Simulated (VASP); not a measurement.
# MoP (P-6m2) in VASP: notebook, part 2 of 2

VASP 6.6.1.

## (3) Relaxation of cell and atoms, PBE

This run uses another cell than the first one, of 14.54 Å³/atom, 1.013 times its volume.

The input, INCAR:

```
SYSTEM = MoP
PREC = Accurate
ENCUT = 600
EDIFF = 1E-7
ISMEAR = 1
SIGMA = 0.1
LREAL = .False.
LASPH = .True.
NELM = 80
ALGO = Normal
ISIF = 3
LWAVE = .False.
LCHARG = .False.
GGA = PE
IBRION = 2
NSW = 90
EDIFFG = -0.005
KPAR = 2
```

The input, KPOINTS:

```
regular mesh
0
Gamma
  15 15 11
  0 0 0
```

The input, POSCAR:

```
MoP                                     
1.0
    3.2421003625     -0.0000000000      0.0000000000
   -1.6210501812      2.8077412755      0.0000000000
    0.0000000000     -0.0000000000      3.1936992179
  Mo              P             
     1     1
Direct
     1.0000000000000000    0.0000000000000000    0.0000000000000000
     0.3333333332999970    0.6666666667000030    0.5000000000000000
```

Potentials or basis: VASP PAW PBE potentials, release 64 (Mo_sv, P).

Run with:

```bash
$ cat potpaw_PBE.64/Mo_sv/POTCAR potpaw_PBE.64/P/POTCAR > POTCAR
$ mpirun -np 2 vasp_std > vasp.out
```

OUTCAR:

```text
SYSTEM = MoP
   PREC = Accurate
   ENCUT = 600
   EDIFF = 1E-7
   ISMEAR = 1
   LREAL = .False.
   LASPH = .True.
   NELM = 80
   ISIF = 3
   GGA = PE
   IBRION = 2
   NSW = 90
   EDIFFG = -0.005

 ion  position               nearest neighbor table
   1  0.000  0.000  0.000-   2 2.46   2 2.46   2 2.46   2 2.46   2 2.46   2 2.46
   2  0.333  0.667  0.500-   1 2.46   1 2.46   1 2.46   1 2.46   1 2.46   1 2.46

  LATTYP: Found a hexagonal cell.
 ALAT       =     3.2421003625
 C/A-ratio  =     0.9850710530

  Lattice vectors:

 A1 = (   3.2421003625,   0.0000000000,   0.0000000000)
 A2 = (  -1.6210501812,   2.8077412755,   0.0000000000)
 A3 = (   0.0000000000,   0.0000000000,   3.1936992179)

Analysis of symmetry for initial positions (statically):
=====================================================================
 Subroutine PRICEL returns:
 Original cell was already a primitive cell.

 Routine SETGRP: Setting up the symmetry group for a
 hexagonal supercell.

 Subroutine GETGRP returns: Found 12 space group operations
 (whereof 12 operations were pure point group operations)
 out of a pool of 24 trial point group operations.

The static configuration has the point symmetry D_3h.

Analysis of symmetry for dynamics (positions and initial velocities):
=====================================================================
 Subroutine PRICEL returns:
 Original cell was already a primitive cell.

 Routine SETGRP: Setting up the symmetry group for a
 hexagonal supercell.

 Subroutine GETGRP returns: Found 12 space group operations
 (whereof 12 operations were pure point group operations)
 out of a pool of 24 trial point group operations.

The dynamic configuration has the point symmetry D_3h.

 Subroutine INISYM returns: Found 12 space group operations
 (whereof 12 operations are pure point group operations),
 and found     1 'primitive' translations

----------------------------------------------------------------------------------------

                                     Primitive cell

  volume of cell :      29.0722

  direct lattice vectors                    reciprocal lattice vectors
     3.242100362  0.000000000  0.000000000     0.308442025  0.178079086  0.000000000
    -1.621050181  2.807741276  0.000000000     0.000000000  0.356158172  0.000000000
     0.000000000  0.000000000  3.193699218     0.000000000  0.000000000  0.313116525

  length of vectors
     3.242100362  3.242100362  3.193699218     0.356158172  0.356158172  0.313116525

  position of ions in fractional coordinates (direct lattice)
     0.000000000  0.000000000  0.000000000
     0.333333333  0.666666667  0.500000000

  ion indices of the primitive-cell ions
   primitive index   ion index
                 1           1
                 2           2

----------------------------------------------------------------------------------------

 KPOINTS: regular mesh

Automatic generation of k-mesh.
 Grid dimensions read from file:
 generate k-points for:   15   15   11

 Generating k-lattice:

  Cartesian coordinates                     Fractional coordinates (reciprocal lattice)
     0.020562802  0.011871939  0.000000000     0.066666667  0.000000000  0.000000000
[... 43 lines left out ...]
   total plane-waves  NPLWV =  21952
   dimension x,y,z NGX =    28 NGY =   28 NGZ =   28
   dimension x,y,z NGXF=    56 NGYF=   56 NGZF=   56
   ions per type =               1   1
   NGX,Y,Z   is equivalent  to a cutoff of  14.36, 14.36, 14.58 a.u.
   NGXF,Y,Z  is equivalent  to a cutoff of  28.72, 28.72, 29.15 a.u.
 SYSTEM =  MoP
   PREC   = accura    normal or accurate (medium, high low for compatibility)
   ISTART =      0    job   : 0-new  1-cont  2-samecut
   ICHARG =      2    charge: 1-file 2-atom 10-const
   ISPIN  =      1    spin polarized calculation?
   LNONCOLLINEAR =      F non collinear calculations
   LSORBIT =      F    spin-orbit coupling
   LASPH  =      T    aspherical Exc in radial PAW
   ENCUT  =  600.0 eV  44.10 Ry    6.64 a.u.   6.48  6.48  6.38*2*pi/ulx,y,z
   NELM   =     80;   NELMIN=  2; NELMDL= -5     # of ELM steps
   EDIFF  = 0.1E-06   stopping-criterion for ELM
   LREAL  =      F    real-space projection
   EDIFFG = -.5E-02   stopping-criterion for IOM
   NSW    =     90    number of steps for IOM
   IBRION =      2    ionic relax: 0-MD 1-quasi-New 2-CG
   NFREE  =      1    steps in history (QN), initial steepest desc. (CG)
   ISIF   =      3    stress and relaxation
   ISYM   =      2    0-nonsym 1-usesym 2-fastsym
   POTIM  = 0.5000    time-step for ionic-motion
   TEBEG  =    0.0;   TEEND  =   0.0 temperature during run
   PSTRESS=    0.0 pullay stress
   NELECT =      19.0000    total number of electrons
   NUPDOWN=      -1.0000    fix difference up-down
   EMIN   =  10.00;   EMAX   =-10.00  energy-range for DOS
   EFERMI =   0.00;   METHOD = LEGACY
   ISMEAR =     1;   SIGMA  =   0.10  broadening in eV -4-tet -1-fermi 0-gaus
   EFERMI_NEDOS =   21; number of points for ismear=-14 and -15
   IALGO  =     38    algorithm
   IMIX   =      4    mixing-type and parameters
     AMIX     =   0.40;   BMIX     =  1.00
     AMIX_MAG =   1.60;   BMIX_MAG =  1.00
  volume/ion in A,a.u.               =      14.54        98.09
  Fermi-wavevector in a.u.,A,eV,Ry     =   1.420693  2.684720 27.461564  2.018368
  Thomas-Fermi vector in A             =   2.541581
   LORBIT       =      0    0 simple, 1 ext, 2 COOP (PROOUT), +10 PAW based schemes
   GGA     = PE    functional components
   LHFCALC =     F    Hartree Fock is set to
   AEXX    =    0.0000 exact exchange contribution
   IVDW    =     0    specifies the selected vdW correction
   LEPSILON=     F    determine dielectric tensor
   LRPA    =     F    only Hartree local field effects (RPA)
 conjugate gradient relaxation of ions
 non-spin polarized calculation
 Methfessel and Paxton  Order N= 1 SIGMA  =   0.10
  energy-cutoff  :      600.00
  volume of cell :       29.07
 maximum number of plane-waves:       991
 NGX is ok and might be reduce to    28
   NGX = 13   NGY = 13   NGZ = 13

 number of electron      18.9999999 magnetization

 Free energy of the ion-electron system (eV)
  ---------------------------------------------------
  ext. energy  EPLUGINS =         0.00000000
  ---------------------------------------------------
  free energy    TOTEN  =       -17.66705218 eV

  energy without entropy =      -17.66658416  energy(sigma->0) =      -17.66689618

 E-fermi :  11.7459     XC(G=0): -12.5308

 val. band max:       11.7448205466   @ k =   0.4000  -0.0000   0.0909
 cond. band min:      11.7508014292   @ k =   0.4000   0.2000   0.0909
 fundamental gap:      0.0059808826
 Fermi energy:        11.7459282532

 k-point     1 :       0.0000    0.0000    0.0000
  band No.  band energies     occupation
      1     -49.4745      2.00000
      2     -23.6184      2.00000
      3     -23.4255      2.00000
      4     -23.4255      2.00000
      5      -2.1133      2.00000
      6       7.6284      2.00000
      7       8.4365      2.00000
      8       8.4365      2.00000
      9      11.0615      2.00000
     10      12.0024     -0.00173
     11      12.0024     -0.00173
     12      15.7964      0.00000
     13      15.7964      0.00000
[... 354 lines left out ...]
  band No.  band energies     occupation
      1     -49.4420      2.00000
      2     -23.7093      2.00000
      3     -23.5719      2.00000
      4     -23.5688      2.00000
      5       0.7042      2.00000
      6       4.9197      2.00000
      7       7.2015      2.00000
      8       7.9975      2.00000
      9      10.5882      2.00000
     10      10.9309      2.00000
     11      12.5810     -0.00000
     12      13.3304     -0.00000
     13      17.7127      0.00000

 [... further k-points ...]

------------------------ aborting loop because EDIFF is reached ----------------------------------------

  FORCE on cell =-STRESS in cart. coord.  units (eV):
  Direction    XX          YY          ZZ          XY          YZ          ZX
  --------------------------------------------------------------------------------------
  -------------------------------------------------------------------------------------
  Total       -0.0030864     -0.0030864      0.0062365     -0.0000000      0.0000000     -0.0000000
  in kB       -0.1700914     -0.1700914      0.3436940     -0.0000000      0.0000000     -0.0000000
  external PRESSURE =       0.0011704 kB  Pullay stress =       0.0000000 kB

 VOLUME and BASIS-vectors are now :
 -----------------------------------------------------------------------------
  energy-cutoff  :      600.00
  volume of cell :       29.07
      direct lattice vectors                 reciprocal lattice vectors
     3.242100362  0.000000000  0.000000000     0.308442025  0.178079086  0.000000000
    -1.621050181  2.807741276  0.000000000     0.000000000  0.356158172  0.000000000
     0.000000000  0.000000000  3.193699218     0.000000000  0.000000000  0.313116525

 POSITION                                       TOTAL-FORCE (eV/Angst)
 -----------------------------------------------------------------------------------
      0.00000      0.00000      0.00000         0.000000      0.000000      0.000000
     -0.00000      1.87183      1.59685        -0.000000      0.000000      0.000000
 -----------------------------------------------------------------------------------
    total drift:                                0.000000     -0.000000      0.000000

  FREE ENERGIE OF THE ION-ELECTRON SYSTEM (eV)
  ---------------------------------------------------
  free  energy   TOTEN  =       -17.6670521842 eV

  energy  without entropy=      -17.6665841615  energy(sigma->0) =      -17.66689618

 reached required accuracy - stopping structural energy minimisation
```

OSZICAR:

```text
N       E                     dE             d eps       ncg     rms          rms(c)
DAV:   1     0.136958955657E+03    0.13696E+03   -0.10943E+04  4212   0.155E+03
DAV:   2    -0.147168153293E+02   -0.15168E+03   -0.14836E+03  4882   0.385E+02
DAV:   3    -0.186629001133E+02   -0.39461E+01   -0.38605E+01  5419   0.563E+01
DAV:   4    -0.186940371785E+02   -0.31137E-01   -0.31132E-01  4512   0.523E+00
DAV:   5    -0.186943403317E+02   -0.30315E-03   -0.30315E-03  5327   0.499E-01    0.211E+01
DAV:   6    -0.177207229724E+02    0.97362E+00   -0.51254E+00  4807   0.201E+01    0.499E+00
DAV:   7    -0.176777479242E+02    0.42975E-01   -0.28263E-01  4327   0.475E+00    0.389E+00
DAV:   8    -0.176670458723E+02    0.10702E-01   -0.35595E-02  4842   0.178E+00    0.309E-01
DAV:   9    -0.176670040107E+02    0.41862E-04   -0.73578E-04  4787   0.313E-01    0.180E-01
DAV:  10    -0.176670539864E+02   -0.49976E-04   -0.23825E-04  4785   0.173E-01    0.311E-02
DAV:  11    -0.176670532890E+02    0.69735E-06   -0.29484E-05  4612   0.582E-02    0.148E-02
DAV:  12    -0.176670523574E+02    0.93157E-06   -0.30918E-06  4527   0.151E-02    0.172E-03
DAV:  13    -0.176670521884E+02    0.16902E-06   -0.97538E-08  2896   0.314E-03    0.843E-04
DAV:  14    -0.176670521842E+02    0.42132E-08   -0.94943E-09  2146   0.102E-03
   1 F= -.17667052E+02 E0= -.17666896E+02  d E =-.176671E+02
```

CONTCAR:

```text
MoP
   1.00000000000000
     3.2421003625000000    0.0000000000000000    0.0000000000000000
    -1.6210501812000000    2.8077412755000002    0.0000000000000000
     0.0000000000000000    0.0000000000000000    3.1936992178999999
  Mo              P
     1     1
Direct
     0.0000000000000000    0.0000000000000000    0.0000000000000000
     0.3333333332999970    0.6666666667000030    0.5000000000000000

  0.00000000E+00  0.00000000E+00  0.00000000E+00
  0.00000000E+00  0.00000000E+00  0.00000000E+00
```

Run time: 17 s. Hardware: 2 MPI ranks of AMD EPYC 9R45 (Zen 5), shared host; peak memory 0.19 GiB.

Results:

* Free energy: -17.6671 eV
* Pressure after relaxing: 0.0 GPa
* Band gap on the k mesh: none (metal or under the smearing width)

Final structure:
```
Mo P
1.0
     3.24210    0.00000    0.00000
    -1.62105    2.80774    0.00000
     0.00000    0.00000    3.19370
Mo P
1 1
Direct
  0.00000 0.00000 0.00000
  0.33333 0.66667 0.50000
```

Caveat: the relaxation stopped at its first step, so nothing moved.
